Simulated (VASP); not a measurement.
# GW on AlP, part 5 of 5

Aim: the quasiparticle gap of AlP, and what it costs to get it. The cell is of the zinc-blende type, one of the forms listed for this formula. The start is a cell from a database of measured crystal structures.

VASP 6.6.1, plane waves and PAW; the level of theory is named at each step.

So far, quasiparticle gap on the mesh (eV): step 3 (G0W0, functional PBE, start PBE, G0W0 on PBE) 2.28; step 10 (G0W0, functional HSE with 0.16 exact exchange, start HSE with 0.16 exact …) 2.50; step 13 (G0W0, functional HSE with 0.25 exact exchange, start HSE with 0.25 exact …) 2.61; step 16 (G0W0, functional HSE with 0.33 exact exchange, start HSE with 0.33 exact …) 2.72; step 19 (G0W0, functional HSE with 0.42 exact exchange, start HSE with 0.42 exact …) 2.84.

The database entry behind the starting cell differs from later determinations by our own check (0.1 to 0.3 % short, probably kX units), so it need not match the best structure at ambient conditions.

### 22. G0W0, functional HSE with 0.50 exact exchange, start HSE with 0.50 exact exchange

This step: G0W0 on HSE with 0.50 exact exchange; plane waves and PAW (P_GW, Al_GW) (VASP 6.6.1).

One pass of GW corrects the levels to first order, with G and W from the starting orbitals.

Contents of INCAR:

```
SYSTEM = AlP
PREC = Accurate
ENCUT = 300
ISMEAR = 0
SIGMA = 0.01
LREAL = .FALSE.
LHFCALC = .TRUE.
AEXX = 0.5
GGA = PE
LASPH = .TRUE.
NBANDS = 128
PRECFOCK = Fast
HFSCREEN = 0.2
ALGO = EVGW0
NELMGW = 1
ENCUTGW = 120
NOMEGA = 64
NBANDSGW = 16
LWAVE = .FALSE.
LCHARG = .FALSE.
```

Contents of POSCAR:

```
AlP
1.0
    0.0000000000      2.7255000000      2.7255000000
    2.7255000000      0.0000000000      2.7255000000
    2.7255000000      2.7255000000      0.0000000000
P Al
1 1
Direct
    0.7500000000      0.7500000000      0.7500000000
    0.0000000000      0.0000000000      0.0000000000
```

Contents of KPOINTS:

```
Automatic mesh
0
Gamma
6 6 6
0 0 0
```

PAW data sets: P_GW and Al_GW (PBE family, release 64).

The WAVECAR or CHGCAR of an earlier step is read.

Launch:

```
$ mpirun -np 8 vasp_std
```

Log:

```text
[banner, memory and clock lines left out]
running    8 mpi-ranks, on    1 nodes
[...]
[... a notice as in an earlier step ...]

 [... a notice as in an earlier step ...]

 LDA part: xc-table for (Slater+PW92), standard interpolation
 found WAVECAR, reading the header
 POSCAR, INCAR and KPOINTS ok, starting setup
[...]
reading WAVECAR
 the WAVECAR file was read successfully
 initial charge from wavefunction
 available memory per node:     31.21 GB, setting MAXMEM to     31957

 The Fermi energy was updated, please check that it is located mid-gap
 values below the HOMO (VB) or above the LUMO (CB) will cause erroneous energies
 E-fermi :   4.4040

 calculate exact exchange contribution
 the WAVEDER file was read successfully
energies w=
    0.000    0.000    0.520    0.000    1.039    0.000    1.556    0.000
    2.070    0.000    2.579    0.000    3.083    0.000    3.581    0.000
    4.072    0.000    4.558    0.000    5.036    0.000    5.508    0.000
[...]
total number of BLAS operations        891.33 Gflops
NQ=  12   -0.3333    0.3333    0.0000,
|.........|.........|.........|.........|.........|.........|.........|.........
 performed       8169000 updates of chi_q(r,r)
 total number of BLAS operations        984.15 Gflops
NQ=  13    0.5000    0.5000    0.0000,
|.........|.........|.........|.........|.........|.........|.........|.........
 performed       8571000 updates of chi_q(r,r)
 total number of BLAS operations       1027.50 Gflops
NQ=  14    0.5000    0.3333    0.1667,
|.........|.........|.........|.........|.........|.........|.........|.........
 performed       9604000 updates of chi_q(r,r)
 total number of BLAS operations       1150.55 Gflops
NQ=  15   -0.3333    0.3333    0.1667,
|.........|.........|.........|.........|.........|.........|.........|.........
 performed      10571000 updates of chi_q(r,r)
 total number of BLAS operations       1258.38 Gflops
NQ=  16   -0.3333    0.5000    0.1667,
|.........|.........|.........|.........|.........|.........|.........|.........
 performed      11354000 updates of chi_q(r,r)
 total number of BLAS operations       1337.01 Gflops
 resolving degeneracies of screened two electron integrals

 calculate QP shifts <psi_nk| G(iteration)W_0 |psi_nk>: iteration 1
 entering main loop
```

Elapsed: 3.6 min, on 8 MPI ranks of AMD EPYC 7R13 (Zen 3), shared host; peak memory 2.3 GiB.

Parts of OUTCAR (step 22):

```text
 QP shifts <psi_nk| G(iteration)W_0 |psi_nk>: iteration 1
 for sc-GW calculations column KS-energies equals QP-energies in previous step
 and V_xc(KS)=  KS-energies - (<T + V_ion + V_H > + <T+V_H+V_ion>^1  + <V_x>^1)
 k-point   1 :       0.0000    0.0000    0.0000
  band No.  KS-energies  QP-energies   sigma(KS)   V_xc(KS)     V^pw_x(r,r')   Z            occupation Imag(sigma)
      1     -11.1283      -9.4652     -12.3113     -14.5945     -18.4198       0.7284       2.0000       1.1710
      2       2.8860       2.9294     -12.9289     -12.9827     -14.1507       0.8071       2.0000       0.0352
      3       2.8860       2.9294     -12.9289     -12.9827     -14.1507       0.8071       2.0000       0.0352
      4       2.8860       2.9294     -12.9289     -12.9827     -14.1507       0.8071       2.0000       0.0352
      5       8.1771       8.0157      -9.2323      -9.0340      -5.2989       0.8138       0.0000      -0.0561
      6       9.4226       9.2846      -8.7985      -8.6281      -4.8140       0.8096       0.0000      -0.0607
      7       9.4226       9.2846      -8.7985      -8.6281      -4.8140       0.8096       0.0000      -0.0607
      8       9.4226       9.2846      -8.7985      -8.6281      -4.8140       0.8096       0.0000      -0.0607
    ...

[... 2 parts as in an earlier step ...]

[... 1 further part left out ...]
[key lines of the parts left out:]
E-fermi :   4.4040
```

GW takes the gap from 3.036 to 2.940 eV. That is +655 meV against G0W0 on PBE. The value holds for 128 bands, ENCUTGW = 120 eV and this mesh, and isn't shown to be converged in them.

### 23. Summary

This step: GW series: G0W0 on PBE, G0W0 on HSE with 0.08 exact exchange, G0W0 on HSE with 0.16 exact exchange, G0W0 on HSE with 0.25 exact exchange, G0W0 on HSE with 0.33 exact exchange, G0W0 on HSE with 0.42 exact exchange, G0W0 on HSE with 0.50 exact exchange; plane waves and PAW (VASP 6.6.1).

No new run; the numbers come from the runs before.

G0W0 on a 6x6x6 mesh; cost is wall time times ranks on a shared host, with the step that makes the empty bands but not the self-consistent start. G0W0 series:

| share of exact exchange | gap of the starting hybrid (eV) | quasiparticle gap (eV) | direct quasiparticle gap (eV) | cost (core minutes) |
| --- | --- | --- | --- | --- |
| 0 | 1.57 | 2.285 | 4.282 | 27.24 |
| 0.08 | 1.788 | 2.39 | 4.413 | 121.1 |
| 0.16 | 2.014 | 2.496 | 4.544 | 149.2 |
| 0.25 | 2.276 | 2.615 | 4.691 | 118.8 |
| 0.33 | 2.514 | 2.719 | 4.819 | 143.3 |
| 0.42 | 2.787 | 2.837 | 4.962 | 125.3 |
| 0.5 | 3.036 | 2.94 | 5.086 | 147.2 |

### 24. What came out

```
G0W0 on PBE, 128 bands, ENCUTGW 120 eV, NOMEGA 64, mesh 6×6×6                          : 1.570 → 2.285 eV
G0W0 on HSE with 0.08 exact exchange, 128 bands, ENCUTGW 120 eV, NOMEGA 64, mesh 6×6×6 : 1.788 → 2.390 eV
G0W0 on HSE with 0.16 exact exchange, 128 bands, ENCUTGW 120 eV, NOMEGA 64, mesh 6×6×6 : 2.014 → 2.496 eV
G0W0 on HSE with 0.25 exact exchange, 128 bands, ENCUTGW 120 eV, NOMEGA 64, mesh 6×6×6 : 2.276 → 2.615 eV
G0W0 on HSE with 0.33 exact exchange, 128 bands, ENCUTGW 120 eV, NOMEGA 64, mesh 6×6×6 : 2.514 → 2.719 eV
G0W0 on HSE with 0.42 exact exchange, 128 bands, ENCUTGW 120 eV, NOMEGA 64, mesh 6×6×6 : 2.787 → 2.837 eV
G0W0 on HSE with 0.50 exact exchange, 128 bands, ENCUTGW 120 eV, NOMEGA 64, mesh 6×6×6 : 3.036 → 2.940 eV
```

In words: G0W0 gives a quasiparticle gap of 2.285 eV on the mesh, 0.71 eV over the PBE gap on the same mesh. One-shot gaps: 2.285 eV from PBE, 2.390 eV from HSE with 0.08 exact exchange, 2.496 eV from HSE with 0.16 exact exchange, 2.615 eV from HSE with 0.25 exact exchange, 2.719 eV from HSE with 0.33 exact exchange, 2.837 eV from HSE with 0.42 exact exchange and 2.940 eV from HSE with 0.50 exact exchange. The starting gaps span 1.47 eV and the one-shot gaps 0.65 eV. For each 0.1 of exact exchange the starting gap grows by 0.29 eV and the G0W0 gap by 0.13 eV (straight-line fits). The two lines cross at a share of 0.45, where G0W0 leaves the gap unchanged at these settings; a fuller basis would move that share. All hybrids screen the exact exchange as HSE06 does (HFSCREEN = 0.2) and differ in its share alone. Bands, response cutoff and mesh weren't tested for convergence, and band edges off the mesh aren't seen. Not tabulated here, as repeats of values shown or as unfit to read for their mesh, reference level or band range: eps2 curves (empty bands); eps1 curves and static values (empty bands); gaps (empty bands).

[Lines on the potential files, build, host, timing and source positions are cut from VASP's logs without a mark.]

[Logs are printed without paths, hosts, clocks, repeated set-up lines and the standing remarks that a program may print on its own settings, such as how far it seeks lower states.]

[Hosts, paths, dates, database ids (printed as entryN), source tags and the programs' standing remarks are cut or masked in the printed files.]

[Pressures printed for these runs are not shown converged in the cutoff: they can be off by several GPa and have the wrong sign.]

[In band tables of VASP the shares of atoms and orbitals are scaled to a sum of 1 inside the atoms' spheres.]
